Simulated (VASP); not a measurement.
# Bi (R-3m) in VASP: settings compared, part 2 of 2

VASP 6.6.1. Earlier steps stand in the parts before.

## (3) Single point, PBEsol

Input file INCAR:

```
SYSTEM = Bi
ALGO     = Fast           ! electronic algorithm
EDIFF    = 1E-6           ! SCF threshold, eV
ENCUT    = 520            ! plane-wave cutoff, eV
GGA      = PS             ! functional
ISIF     = 2              ! what is computed and relaxed
ISMEAR   = 0              ! smearing method
LASPH    = .True.         ! aspherical terms in the spheres
LCHARG   = .False.        ! write CHGCAR
LREAL    = .False.        ! projectors in reciprocal space
LWAVE    = .False.        ! write WAVECAR
NBANDS   = 22             ! bands
NELM     = 100            ! most SCF steps
PREC     = Accurate       ! precision mode
SIGMA    = 0.1            ! smearing width, eV
```

Input file KPOINTS:

```
k-points
0
Gamma
  18 18 18
  0 0 0
```

Input file POSCAR:

```
Bi
1.0
    2.2625300000      1.3062700000      3.8802500000
   -2.2625300000      1.3062700000      3.8802500000
    0.0000000000     -2.6125400000      3.8802500000
Bi
2
Direct
    0.2368300000      0.2368300000      0.2368300000
    0.7631700000      0.7631700000      0.7631700000
```

Potentials or basis: VASP PAW PBE potentials, release 64 (Bi_d).

Launch:

```
cat potpaw_PBE.64/Bi_d/POTCAR > POTCAR
mpirun -np 1 vasp_std > vasp.out
```

OUTCAR:

```text
SYSTEM = Bi
   EDIFF = 1E-6
   ENCUT = 520
   GGA = PS
   ISIF = 2
   ISMEAR = 0
   LASPH = .True.
   LREAL = .False.
   NELM = 100
   PREC = Accurate

 ion  position               nearest neighbor table
   1  0.237  0.237  0.237-   2 3.08   2 3.08   2 3.08   2 3.45   2 3.45   2 3.45
   2  0.763  0.763  0.763-   1 3.08   1 3.08   1 3.08   1 3.45   1 3.45   1 3.45

  LATTYP: Found a trigonal (rhomboedric) cell.
 ALAT       =     4.6777904374
 COS(alpha) =     0.5321171086

  Lattice vectors:

 A1 = (   2.2625300000,   1.3062700000,   3.8802500000)
 A2 = (  -2.2625300000,   1.3062700000,   3.8802500000)
 A3 = (   0.0000000000,  -2.6125400000,   3.8802500000)

Analysis of symmetry for initial positions (statically):
=====================================================================
 Subroutine PRICEL returns:
 Original cell was already a primitive cell.

 Routine SETGRP: Setting up the symmetry group for a
 trigonal (rhombohedral) supercell.

 Subroutine GETGRP returns: Found 12 space group operations
 (whereof 12 operations were pure point group operations)
 out of a pool of 12 trial point group operations.

The static configuration has the point symmetry D_3d.

Analysis of symmetry for dynamics (positions and initial velocities):
=====================================================================
 Subroutine PRICEL returns:
 Original cell was already a primitive cell.

 Routine SETGRP: Setting up the symmetry group for a
 trigonal (rhombohedral) supercell.

 Subroutine GETGRP returns: Found 12 space group operations
 (whereof 12 operations were pure point group operations)
 out of a pool of 12 trial point group operations.

The dynamic configuration has the point symmetry D_3d.

 Subroutine INISYM returns: Found 12 space group operations
 (whereof 12 operations are pure point group operations),
[... 110 lines left out ...]
   EFERMI =   0.00;   METHOD = LEGACY
   ISMEAR =     0;   SIGMA  =   0.10  broadening in eV -4-tet -1-fermi 0-gaus
   EFERMI_NEDOS =   21; number of points for ismear=-14 and -15
   IALGO  =     68    algorithm
   IMIX   =      4    mixing-type and parameters
     AMIX     =   0.40;   BMIX     =  1.00
     AMIX_MAG =   1.60;   BMIX_MAG =  1.00
  volume/ion in A,a.u.               =      34.40       232.17
  Fermi-wavevector in a.u.,A,eV,Ry     =   1.241374  2.345856 20.966692  1.541008
  Thomas-Fermi vector in A             =   2.375774
   LORBIT       =      0    0 simple, 1 ext, 2 COOP (PROOUT), +10 PAW based schemes
   GGA     = PS    functional components
   LHFCALC =     F    Hartree Fock is set to
   AEXX    =    0.0000 exact exchange contribution
   IVDW    =     0    specifies the selected vdW correction
   LEPSILON=     F    determine dielectric tensor
   LRPA    =     F    only Hartree local field effects (RPA)
 non-spin polarized calculation
 RMM-DIIS sequential band-by-band and
 Gauss-broadening in eV      SIGMA  =   0.10
  energy-cutoff  :      520.00
  volume of cell :       68.81
 maximum number of plane-waves:      1883
   NGX = 17   NGY = 17   NGZ = 17

 number of electron      30.0000005 magnetization

 Free energy of the ion-electron system (eV)
  ---------------------------------------------------
  ext. energy  EPLUGINS =         0.00000000
  ---------------------------------------------------
  free energy    TOTEN  =        -8.60163127 eV

  energy without entropy =       -8.60063605  energy(sigma->0) =       -8.60113366

 E-fermi :   6.4297     XC(G=0):  -9.8133

 val. band max:        6.4026603160   @ k =   0.3333   0.2778   0.2222
 cond. band min:       6.4508260501   @ k =  -0.4444   0.5000   0.4444
 fundamental gap:      0.0481657341
 Fermi energy:         6.4297429583

 k-point     1 :       0.0000    0.0000    0.0000
  band No.  band energies     occupation
      1     -16.4600      2.00000
      2     -16.4600      2.00000
      3     -16.3023      2.00000
      4     -16.3023      2.00000
      5     -16.2917      2.00000
      6     -16.1098      2.00000
[... 589 lines left out ...]
     21      13.4204      0.00000
     22      15.3312      0.00000

 [... further k-points ...]

------------------------ aborting loop because EDIFF is reached ----------------------------------------

  FORCE on cell =-STRESS in cart. coord.  units (eV):
  Direction    XX          YY          ZZ          XY          YZ          ZX
  --------------------------------------------------------------------------------------
  -------------------------------------------------------------------------------------
  Total       -0.0100122     -0.0100122     -0.0036622      0.0000000     -0.0000000      0.0000000
  in kB       -0.2331325     -0.2331317     -0.0852734      0.0000000     -0.0000000      0.0000000
  external PRESSURE =      -0.1838458 kB  Pullay stress =       0.0000000 kB

 VOLUME and BASIS-vectors are now :
 -----------------------------------------------------------------------------
  energy-cutoff  :      520.00
  volume of cell :       68.81
      direct lattice vectors                 reciprocal lattice vectors
     2.262530000  1.306270000  3.880250000     0.220991545  0.127589753  0.085905118
    -2.262530000  1.306270000  3.880250000    -0.220991545  0.127589753  0.085905118
     0.000000000 -2.612540000  3.880250000     0.000000000 -0.255179506  0.085905118

 POSITION                                       TOTAL-FORCE (eV/Angst)
 -----------------------------------------------------------------------------------
      0.00000      0.00000      2.75688         0.000000      0.000000      0.006382
      0.00000      0.00000      8.88387         0.000000     -0.000000     -0.006382
 -----------------------------------------------------------------------------------
    total drift:                                0.000000     -0.000000      0.000000

  FREE ENERGIE OF THE ION-ELECTRON SYSTEM (eV)
  ---------------------------------------------------
  free  energy   TOTEN  =        -8.6016312668 eV

  energy  without entropy=       -8.6006360485  energy(sigma->0) =       -8.60113366
```

OSZICAR:

```text
N       E                     dE             d eps       ncg     rms          rms(c)
DAV:   1     0.307340407716E+03    0.30734E+03   -0.16201E+04 25558   0.165E+03
DAV:   2     0.174559688084E+02   -0.28988E+03   -0.28269E+03 25862   0.438E+02
DAV:   3    -0.771421665174E+01   -0.25170E+02   -0.24884E+02 30902   0.143E+02
DAV:   4    -0.858136836855E+01   -0.86715E+00   -0.86647E+00 31798   0.290E+01
DAV:   5    -0.861714940650E+01   -0.35781E-01   -0.35780E-01 36858   0.530E+00    0.105E+00
RMM:   6    -0.860565634611E+01    0.11493E-01   -0.16819E-02 31077   0.144E+00    0.619E-01
RMM:   7    -0.860129495323E+01    0.43614E-02   -0.16421E-02 30078   0.131E+00    0.111E-01
RMM:   8    -0.860149866953E+01   -0.20372E-03   -0.41513E-03 35751   0.675E-01    0.249E-02
RMM:   9    -0.860163333457E+01   -0.13467E-03   -0.14274E-03 44106   0.289E-01    0.299E-02
RMM:  10    -0.860164306418E+01   -0.97296E-05   -0.11921E-04 40915   0.810E-02    0.309E-02
RMM:  11    -0.860165561549E+01   -0.12551E-04   -0.35784E-05 37653   0.501E-02    0.398E-02
RMM:  12    -0.860167908274E+01   -0.23467E-04   -0.25331E-04 47178   0.167E-01    0.464E-02
RMM:  13    -0.860165134083E+01    0.27742E-04   -0.12783E-05 31301   0.307E-02    0.325E-02
RMM:  14    -0.860163074860E+01    0.20592E-04   -0.36547E-05 40113   0.436E-02    0.984E-03
RMM:  15    -0.860163126678E+01   -0.51818E-06   -0.20447E-06 22112   0.122E-02
   1 F= -.86016313E+01 E0= -.86011337E+01  d E =-.995218E-03
```

stdout:

```text
POSCAR found type information on POSCAR Bi
 POSCAR found :  1 types and       2 ions
 scaLAPACK will be used
 -----------------------------------------------------------------------------
|                                                                             |
|                                                                             |
|     You enforced a specific xc type in the INCAR file but a different       |
|     I HOPE YOU KNOW WHAT YOU ARE DOING!                                     |
|                                                                             |
 -----------------------------------------------------------------------------

 LDA part: xc-table for (Slater+PW92), standard interpolation
 POSCAR, INCAR and KPOINTS ok, starting setup
 FFT: planning ... GRIDC
 FFT: planning ... GRID_SOFT
 FFT: planning ... GRID
 WAVECAR not read
 entering main loop
WARNING in EDDRMM: call to ZHEGV failed, returncode =   8  4     22
```

It took 6.8 min on 1 thread of Intel Xeon 6975P-C (Granite Rapids), shared host; peak memory 0.73 GiB.

What came out:

* Free energy: -8.6016 eV
* Pressure: 0.0 GPa
* Largest force: 0.006 eV/Å
* Band gap on the k mesh: none (metal or under the smearing width)

Forces on the atoms (eV/Å):
```
Bi   0.000  0.000  0.006
Bi   0.000  0.000 -0.006
```

Levels at points of the mesh, in eV from the Fermi level:
| k point | band 11 | band 12 | band 13 | band 14 | band 15 | band 16 | band 17 | band 18 | band 19 | band 20 |
| --- | --- | --- | --- | --- | --- | --- | --- | --- | --- | --- |
| (0.00, 0.00, 0.00) | -13.22 | -7.42 | -1.52 | -1.26 | -1.26 | 2.72 | 3.04 | 3.04 | 5.49 | 5.66 |
| (0.50, 0.00, 0.00) | -11.20 | -10.66 | -1.17 | -1.04 | -0.30 | -0.28 | 0.36 | 0.78 | 7.66 | 8.49 |
| (0.50, 0.50, 0.00) | -11.32 | -9.45 | -4.89 | -3.14 | -3.01 | 2.39 | 5.04 | 5.38 | 6.97 | 9.63 |
| (0.50, 0.50, 0.50) | -11.79 | -10.17 | -0.87 | -0.55 | -0.55 | 0.51 | 0.51 | 0.56 | 7.21 | 8.97 |

Caveat: the PAW data sets were made with another functional, which shifts forces and pressure a little; spin-orbit coupling is left out, which moves the levels of the heavy elements.

## (4) Single point, PBEsol

Changes to INCAR since step 3:

```diff
@@ -14,2 +14,2 @@
 PREC     = Accurate       ! precision mode
-SIGMA    = 0.1            ! smearing width, eV
+SIGMA    = 0.5            ! smearing width, eV
```

Input file KPOINTS:

```
k-points
0
Gamma
  12 12 12
  0 0 0
```

POSCAR is that of step 3.

Launch:

```
cat potpaw_PBE.64/Bi_d/POTCAR > POTCAR
mpirun -np 1 vasp_std > vasp.out
```

Wall time 2.1 min (1 thread of Intel Xeon 6975P-C (Granite Rapids), shared host); peak memory 0.36 GiB.

Results (log left out):

```
Free energy            : -8.6332 eV
Pressure               : 0.0 GPa
Largest force          : 0.079 eV/Å
Band gap on the k mesh : none (metal or under the smearing width)
```

Forces on the atoms (eV/Å):
```
Bi   0.000  0.000  0.079
Bi   0.000  0.000 -0.079
```

Levels at points of the mesh, in eV from the Fermi level:
```
           k point  band 13  band 14  band 15  band 16  band 17  band 18
(0.00, 0.00, 0.00)    -1.55    -1.29    -1.29     2.69     3.01     3.01
(0.50, 0.00, 0.00)    -1.20    -1.07    -0.33    -0.30     0.33     0.76
(0.50, 0.50, 0.00)    -4.91    -3.17    -3.04     2.36     5.01     5.35
(0.50, 0.50, 0.50)    -0.90    -0.58    -0.58     0.48     0.48     0.53
```

Caveat: the PAW data sets were made with another functional, which shifts forces and pressure a little; spin-orbit coupling is left out, which moves the levels of the heavy elements.

## (5) Single point, PBEsol

Changes to INCAR since step 4:

```diff
@@ -3,3 +3,3 @@
 EDIFF    = 1E-6           ! SCF threshold, eV
-ENCUT    = 520            ! plane-wave cutoff, eV
+ENCUT    = 900            ! plane-wave cutoff, eV
 GGA      = PS             ! functional
@@ -14,2 +14,2 @@
 PREC     = Accurate       ! precision mode
-SIGMA    = 0.5            ! smearing width, eV
+SIGMA    = 0.1            ! smearing width, eV
```

KPOINTS is that of step 4.

POSCAR is that of step 4.

Launch:

```
cat potpaw_PBE.64/Bi_d/POTCAR > POTCAR
mpirun -np 1 vasp_std > vasp.out
```

Run time: 5.3 min. Hardware: 1 thread of Intel Xeon 6975P-C (Granite Rapids), shared host; peak memory 0.68 GiB.

Results (log left out):

| Property | Result |
| --- | --- |
| Free energy | -8.6065 eV |
| Pressure | 0.0 GPa |
| Band gap on the k mesh | none (metal or under the smearing width) |

Levels at points of the mesh, in eV from the Fermi level:
| k point | band 12 | band 13 | band 14 | band 15 | band 16 | band 17 | band 18 | band 19 |
| --- | --- | --- | --- | --- | --- | --- | --- | --- |
| (0.00, 0.00, 0.00) | -7.40 | -1.50 | -1.24 | -1.24 | 2.74 | 3.06 | 3.06 | 5.51 |
| (0.50, 0.00, 0.00) | -10.64 | -1.15 | -1.02 | -0.28 | -0.26 | 0.38 | 0.80 | 7.68 |
| (0.50, 0.50, 0.00) | -9.42 | -4.87 | -3.12 | -2.99 | 2.41 | 5.06 | 5.40 | 6.99 |
| (0.50, 0.50, 0.50) | -10.15 | -0.85 | -0.53 | -0.53 | 0.53 | 0.53 | 0.58 | 7.24 |

Caveat: the PAW data sets were made with another functional, which shifts forces and pressure a little; spin-orbit coupling is left out, which moves the levels of the heavy elements.

## (6) Single point, r2SCAN

Input file INCAR:

```
SYSTEM = Bi
ALGO     = Normal         ! electronic algorithm
EDIFF    = 1E-6           ! SCF threshold, eV
ENCUT    = 520            ! plane-wave cutoff, eV
ISIF     = 2              ! what is computed and relaxed
ISMEAR   = 0              ! smearing method
LASPH    = .True.         ! aspherical terms in the spheres
LCHARG   = .False.        ! write CHGCAR
LMIXTAU  = .True.       
LREAL    = .False.        ! projectors in reciprocal space
LWAVE    = .False.        ! write WAVECAR
METAGGA  = R2SCAN         ! meta-GGA
NBANDS   = 22             ! bands
NELM     = 100            ! most SCF steps
PREC     = Accurate       ! precision mode
SIGMA    = 0.1            ! smearing width, eV
```

KPOINTS is that of step 5.

POSCAR is that of step 5.

Potentials or basis: VASP PAW PBE potentials, release 64 (Bi_d).

Launch:

```
cat potpaw_PBE.64/Bi_d/POTCAR > POTCAR
mpirun -np 1 vasp_std > vasp.out
```

It took 7.9 min on 1 thread of Intel Xeon 6975P-C (Granite Rapids), shared host; peak memory 0.37 GiB.

It converged, with:

| Property | Result |
| --- | --- |
| Free energy | -116.9718 eV |
| Pressure | 1.6 GPa |
| Largest force | 0.134 eV/Å |
| Band gap on the k mesh | none (metal or under the smearing width) |

Forces on the atoms (eV/Å):
```
Bi   0.000  0.000 -0.134
Bi   0.000  0.000  0.134
```

Stress tensor (GPa, compression positive):
```
1.45 0.00 0.00
0.00 1.45 0.00
0.00 0.00 1.81
```

Levels at points of the mesh, in eV from the Fermi level:
```tsv
k point	band 13	band 14	band 15	band 16	band 17	band 18
(0.00, 0.00, 0.00)	-1.65	-1.39	-1.39	2.87	3.20	3.20
(0.50, 0.00, 0.00)	-1.24	-1.15	-0.21	-0.13	0.49	0.87
(0.50, 0.50, 0.00)	-5.07	-3.31	-3.18	2.74	5.30	5.73
(0.50, 0.50, 0.50)	-0.68	-0.63	-0.63	0.55	0.55	0.71
```

Caveat: the PAW data sets were made with another functional, which shifts forces and pressure a little; spin-orbit coupling is left out, which moves the levels of the heavy elements.

## (7) Overview

| level | k mesh | cutoff (eV) | smearing | gap on the mesh (eV) | pressure (GPa) | largest force (eV/Å) |
| --- | --- | --- | --- | --- | --- | --- |
| PBEsol | 12 × 12 × 12 | 700 | gaussian 0.1 eV | none | 0.0 | - |
| PBEsol | 18 × 18 × 18 | 520 | gaussian 0.1 eV | none | 0.0 | 0.01 |
| PBEsol | 12 × 12 × 12 | 520 | gaussian 0.5 eV | none | 0.0 | 0.08 |
| PBEsol | 12 × 12 × 12 | 900 | gaussian 0.1 eV | none | 0.0 | - |
| r2SCAN | 12 × 12 × 12 | 520 | gaussian 0.1 eV | none | 1.6 | 0.13 |

Alike in all rows: task single point; potentials or basis VASP PAW PBE potentials, release 64 (Bi_d); no spin polarisation; cell as given.

Every run on the cell as given and a fine mesh finds a metal. The pressure there spans 0.0 GPa (PBEsol) to 1.6 GPa (r2SCAN); a positive pressure means that this level wants a larger cell, a negative one a smaller.

Caveats: the PAW data sets were made with another functional, which shifts forces and pressure a little; spin-orbit coupling is left out, which moves the levels of the heavy elements.

Absolute energies hang on the potentials; compare differences alone.
